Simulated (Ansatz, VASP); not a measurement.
**TbO2 in two plane-wave programs**

Aim: how closely do two programs agree when they are given the same cell, functional and k mesh?

Calculated with Ansatz 0.2.0; plane waves, with VASP 6.6.1 beside it; band structure at LDA, band structure at PBEsol and band structure at r2SCAN.

In doubt: a part-filled 4f shell, where there is one, can sit in one of many states, so energies may not be the lowest and differences between runs may mislead; derivatives with an open 4f shell can jump between states, which bears on forces and vibrations.

## Step 1: The structure

The structure is cubic, space group Fm-3m (No. 225). The conventional cell has a = 5.220 Å, b = 5.220 Å, c = 5.220 Å, α = 90.00°, β = 90.00°, γ = 90.00°. Tb has 8 O at 2.26 Å nearest. O has 4 Tb at 2.26 Å nearest. Farther neighbours and most contacts between anions are not listed.

## Step 2: VASP: band structure, LDA

Levels along a path test the potential and the projectors away from the mesh points.

Lines of VASP's logs that name or quote its potential files are left out, and so is its time.

The input, INCAR:

```
SYSTEM = TbO2
PREC = Accurate
ENCUT = 520
EDIFF = 1E-06
NELM = 150
ISMEAR = 0
SIGMA = 0.02
LREAL = .FALSE.
ALGO = Normal
GGA = CA
NBANDS = 30
ISPIN = 2
MAGMOM = 6 0 0
LMAXMIX = 6
AMIX = 0.2
BMIX = 1E-04
AMIX_MAG = 0.8
BMIX_MAG = 1E-04
LORBIT = 11
LWAVE = .FALSE.
LCHARG = .FALSE.
KPAR = 4
```

The input, POSCAR:

```
TbO2
1.0
    0.0000000000      2.6100000000      2.6100000000
    2.6100000000      0.0000000000      2.6100000000
    2.6100000000      2.6100000000      0.0000000000
Tb O
1 2
Direct
    0.0000000000      0.0000000000      0.0000000000
    0.2500000000      0.2500000000      0.2500000000
    0.7500000000      0.7500000000      0.7500000000
```

The input, KPOINTS:

```
Automatic mesh
0
Gamma
5 5 5
0 0 0
```

The input, KPOINTS_OPT:

```
Line mode
16
Line-mode
Reciprocal
  0.00000000   0.00000000   0.00000000 GAMMA
  0.50000000   0.00000000   0.50000000 X

  0.50000000   0.00000000   0.50000000 X
  0.50000000   0.25000000   0.75000000 W

  0.50000000   0.25000000   0.75000000 W
  0.37500000   0.37500000   0.75000000 K

  0.37500000   0.37500000   0.75000000 K
  0.00000000   0.00000000   0.00000000 GAMMA

  0.00000000   0.00000000   0.00000000 GAMMA
  0.50000000   0.50000000   0.50000000 L

  0.50000000   0.50000000   0.50000000 L
  0.62500000   0.25000000   0.62500000 U

  0.62500000   0.25000000   0.62500000 U
  0.50000000   0.25000000   0.75000000 W

  0.50000000   0.25000000   0.75000000 W
  0.50000000   0.50000000   0.50000000 L

  0.50000000   0.50000000   0.50000000 L
  0.37500000   0.37500000   0.75000000 K

  0.62500000   0.25000000   0.62500000 U
  0.50000000   0.00000000   0.50000000 X
```

PAW data sets: Tb and O (PBE family, release 64).

Run with:

```bash
$ mpirun -np 4 vasp_std
```

Numbers of over 12 decimals in the logs are rounded to 6 here.

What it wrote:

```text
[banner, memory and clock lines left out]
running    4 mpi-ranks, on    1 nodes
 distrk:  each k-point on    1 cores,    4 groups
 distr:  one band on    1 cores,    1 groups

 POSCAR found type information on POSCAR TbO
 POSCAR found :  2 types and       3 ions
|                                                                             |
|               ----> ADVICE to this user running VASP <----                  |
|                                                                             |
|     You enforced a specific xc type in the INCAR file but a different       |
|     [... a line on the potential file left out ...]
|     I HOPE YOU KNOW WHAT YOU ARE DOING!                                     |
|                                                                             |

 LDA part: xc-table for (Slater(with rela. corr.)+CA(PZ))
 , standard interpolation
 POSCAR, INCAR and KPOINTS ok, starting setup
 FFT: planning ... GRIDC
 FFT: planning ... GRID_SOFT
 FFT: planning ... GRID
 WAVECAR not read
 entering main loop
       N       E                     dE             d eps       ncg     rms          rms(c)
DAV:   1     0.211351612326E+03    0.21135E+03   -0.11990E+04  1770   0.535E+03
DAV:   2    -0.110555694003E+02   -0.22241E+03   -0.18275E+03  1772   0.549E+02
DAV:   3    -0.350346849711E+02   -0.23979E+02   -0.23455E+02  1636   0.125E+02
DAV:   4    -0.376380008699E+02   -0.26033E+01   -0.25870E+01  2302   0.252E+01
DAV:   5    -0.378015349169E+02   -0.16353E+00   -0.16340E+00  1816   0.772E+00    0.586E+01
DAV:   6    -0.303530742594E+02    0.74485E+01   -0.13875E+01  1558   0.121E+02    0.111E+02
DAV:   7    -0.306592837434E+02   -0.30621E+00   -0.29275E+00  1764   0.129E+01    0.127E+02
DAV:   8    -0.389956961746E+02   -0.83364E+01   -0.23823E+01  1620   0.106E+02    0.221E+02
DAV:   9    -0.401770043094E+02   -0.11813E+01   -0.88826E+01  1472   0.287E+02    0.119E+02
DAV:  10    -0.371304546652E+02    0.30465E+01   -0.41598E+00  2116   0.338E+01    0.779E+01
DAV:  11    -0.345188944939E+02    0.26116E+01   -0.39139E+01  1460   0.156E+02    0.194E+02
DAV:  12    -0.458912185208E+02   -0.11372E+02   -0.10045E+01  1976   0.613E+01    0.291E+02
DAV:  13    -0.414181604900E+02    0.44731E+01   -0.10233E+00  2108   0.216E+01    0.264E+02
DAV:  14    -0.406891581341E+02    0.72900E+00   -0.82899E-02  2242   0.372E+00    0.240E+02
[...]
DAV:  34    -0.307876822248E+02    0.12943E-01   -0.65189E-03  1894   0.168E+00    0.345E+01
DAV:  35    -0.307990860240E+02   -0.11404E-01   -0.13979E-02  2144   0.263E+00    0.313E+01
DAV:  36    -0.307981039722E+02    0.98205E-03   -0.11705E-03  1934   0.395E-01    0.304E+01
DAV:  37    -0.308018193830E+02   -0.37154E-02   -0.12706E-04  2288   0.335E-01    0.303E+01
DAV:  38    -0.308066778215E+02   -0.48584E-02   -0.86924E-05  1822   0.439E-01    0.303E+01
DAV:  39    -0.308014158617E+02    0.52620E-02   -0.12268E-03  1780   0.159E+00    0.274E+01
DAV:  40    -0.307983550185E+02    0.30608E-02   -0.14232E-03  2118   0.117E+00    0.248E+01
DAV:  41    -0.307701917754E+02    0.28163E-01   -0.26095E-03  1916   0.244E+00    0.200E+01
[...]
k-point batch [11-20\160]
       N       E                     dE             ncg
DAV:   1    -0.303820951231E+03   -0.11580E+05     1784
DAV:   2    -0.220829218076E+04   -0.19045E+04     1670
DAV:   3    -0.244325479377E+04   -0.23496E+03     1504
DAV:   4    -0.247116908423E+04   -0.27914E+02     2040
DAV:   5    -0.247392443370E+04   -0.27553E+01     2044
DAV:   6    -0.247409254896E+04   -0.16812E+00     1838
DAV:   7    -0.247410379857E+04   -0.11250E-01     1982
DAV:   8    -0.247410412275E+04   -0.32418E-03     1758
DAV:   9    -0.247410414514E+04   -0.22388E-04     1956
DAV:  10    -0.247410414583E+04   -0.69120E-06      856
[...]
k-point batch [151-160\160]
       N       E                     dE             ncg
DAV:   1    -0.355782126004E+03   -0.12278E+05     1792
DAV:   2    -0.220740257523E+04   -0.18516E+04     1660
DAV:   3    -0.244018837166E+04   -0.23279E+03     1484
DAV:   4    -0.246872796424E+04   -0.28540E+02     2072
DAV:   5    -0.247136077361E+04   -0.26328E+01     1870
DAV:   6    -0.247160297945E+04   -0.24221E+00     1964
DAV:   7    -0.247161352506E+04   -0.10546E-01     1794
DAV:   8    -0.247161415425E+04   -0.62919E-03     1934
DAV:   9    -0.247161417241E+04   -0.18161E-04     1776
DAV:  10    -0.247161417332E+04   -0.91254E-06      872
```

OUTCAR, selected parts (step 2):

```text
ion  position               nearest neighbor table
   1  0.000  0.000  0.000-   2 2.26   3 2.26   3 2.26   3 2.26   3 2.26   2 2.26   2 2.26   2 2.26

  LATTYP: Found a face centered cubic cell.
 ALAT       =     5.2200000000

 Subroutine GETGRP returns: Found 48 space group operations
 (whereof 48 operations were pure point group operations)

The static configuration has the point symmetry O_h .

 Found     10 irreducible k-points:

   k-points           NKPTS =     10   k-points in BZ     NKDIM =     10   number of bands    NBANDS=     30

   dimension x,y,z NGX =    28 NGY =   28 NGZ =   28
   dimension x,y,z NGXF=    56 NGYF=   56 NGZF=   56

   ENCUT  =  520.0 eV  38.22 Ry    6.18 a.u.   6.86  6.86  6.86*2*pi/ulx,y,z

   NELECT =      31.0000    total number of electrons

 k-points in reciprocal lattice and weights: Automatic mesh
   0.00000000  0.00000000  0.00000000       0.008
   0.20000000  0.00000000  0.00000000       0.064
   0.40000000  0.00000000  0.00000000       0.064
   0.20000000  0.20000000  0.00000000       0.048
   0.40000000  0.20000000  0.00000000       0.192
  -0.40000000  0.20000000  0.00000000       0.192
  -0.20000000  0.20000000  0.00000000       0.096
   0.40000000  0.40000000  0.00000000       0.048
  -0.40000000  0.40000000  0.00000000       0.096
  -0.40000000  0.40000000  0.20000000       0.192

 average (electrostatic) potential at core
       1 -41.7258       2 -70.9054       3 -70.9054

 E-fermi :   2.4862

 spin component 1
 k-point     1 :       0.0000    0.0000    0.0000
  band No.  band energies     occupation
    ...
     15      -1.8418      1.00000
     16      -1.5400      1.00000
     17       2.0938      1.00000
     18       2.0938      1.00000
     19       2.0938      1.00000
     20       7.8144      0.00000
     21       7.8144      0.00000
     22       8.7958      0.00000
     23      14.1218      0.00000
     24      14.1218      0.00000
    ...

 k-point     2 :       0.2000    0.0000    0.0000
  band No.  band energies     occupation
    ...
     15      -1.6313      1.00000
     16      -0.8617      1.00000
     17       1.3395      1.00000
     18       1.6640      1.00000
     19       1.6640      1.00000
     20       8.2827      0.00000
     21       8.2827      0.00000
     22       9.8073      0.00000
     23      13.1191      0.00000
     24      13.6481      0.00000
    ...

 k-point     3 :       0.4000    0.0000    0.0000
  band No.  band energies     occupation
    ...
     15      -1.3627      1.00000
     16       0.2847      1.00000
     17       0.4666      1.00000
     18       1.3242      1.00000
     19       1.3242      1.00000
     20       8.5780      0.00000
     21       8.5780      0.00000
     22      10.4204      0.00000
     23      12.2403      0.00000
     24      13.0965      0.00000
    ...

 k-point     4 :       0.2000    0.2000    0.0000
  band No.  band energies     occupation
    ...
     15      -1.4665      1.00000
     16      -0.5268      1.00000
     17       0.1061      1.00000
     18       2.0730      1.00000
     19       2.0730      1.00000
     20       8.2598      0.00000
     21       8.3722      0.00000
     22      10.3051      0.00000
     23      13.1526      0.00000
     24      13.1526      0.00000
    ...

 k-point     5 :       0.4000    0.2000    0.0000
  band No.  band energies     occupation
    ...
     15      -1.0013      1.00000
     16      -0.5123      1.00000
     17       0.8594      1.00000
     18       1.5503      1.00000
     19       1.6516      1.00000
     20       8.2013      0.00000
     21       8.8595      0.00000
     22      11.0204      0.00000
     23      12.0686      0.00000
     24      12.6937      0.00000
    ...

 k-point     6 :      -0.4000    0.2000    0.0000
  band No.  band energies     occupation
    ...
     15      -0.6769      1.00000
     16      -0.4341      1.00000
     17       0.8357      1.00000
     18       1.3624      1.00000
     19       1.6573      1.00000
     20       8.0691      0.00000
     21       9.0003      0.00000
     22      10.9342      0.00000
     23      11.7831      0.00000
     24      12.7701      0.00000
    ...

  Total        0.1381886      0.1381886      0.1381886     -0.0000000     -0.0000000      0.0000000
  in kB        6.2263187      6.2263187      6.2263187     -0.0000000     -0.0000000      0.0000000
  external PRESSURE =       6.2263187 kB  Pullay stress =       0.0000000 kB

  energy-cutoff  :      520.00
  volume of cell :       35.56
      direct lattice vectors                 reciprocal lattice vectors
     0.000000000  2.610000000  2.610000000    -0.191570881  0.191570881  0.191570881
     2.610000000  0.000000000  2.610000000     0.191570881 -0.191570881  0.191570881
     2.610000000  2.610000000  0.000000000     0.191570881  0.191570881 -0.191570881

 POSITION                                       TOTAL-FORCE (eV/Angst)
 -----------------------------------------------------------------------------------
      0.00000      0.00000      0.00000         0.000000     -0.000000     -0.000000
      1.30500      1.30500      1.30500        -0.000000     -0.000000     -0.000000
      3.91500      3.91500      3.91500         0.000000      0.000000      0.000000
 -----------------------------------------------------------------------------------
    total drift:                                0.000000      0.000000      0.000000

  FREE ENERGIE OF THE ION-ELECTRON SYSTEM (eV)
  ---------------------------------------------------
  free  energy   TOTEN  =       -30.7260993216 eV

  energy  without entropy=      -30.7260993216  energy(sigma->0) =      -30.72609932

 total charge
# of ion       s       p       d       f       tot
--------------------------------------------------
    1        2.044   5.694   0.629   7.802  16.169
    2        1.562   3.435   0.000   0.000   4.997
    3        1.562   3.435   0.000   0.000   4.997
--------------------------------------------------
tot          5.168  12.564   0.629   7.802  26.163

 magnetization (x)
# of ion       s       p       d       f       tot
--------------------------------------------------
    1       -0.002  -0.033   0.026   6.175   6.166
    2        0.006   0.303   0.000   0.000   0.309
    3        0.006   0.303   0.000   0.000   0.309
--------------------------------------------------
tot          0.011   0.572   0.026   6.175   6.784

[... 6 further parts left out ...]
```

Without U or exact exchange the f electrons of Tb come out too delocalised, which can shrink the cell and pin f bands at the Fermi level.

(Part 1 of 3 ends here.)

[Lines on the potential files, build, host, timing and source positions are cut from VASP's logs without a mark.]

[Logs are printed without paths, hosts, clocks, repeated set-up lines and the standing remarks that a program may print on its own settings, such as how far it seeks lower states.]

[Hosts, paths, dates, database ids (printed as entryN), source tags and the programs' standing remarks are cut or masked in the printed files.]
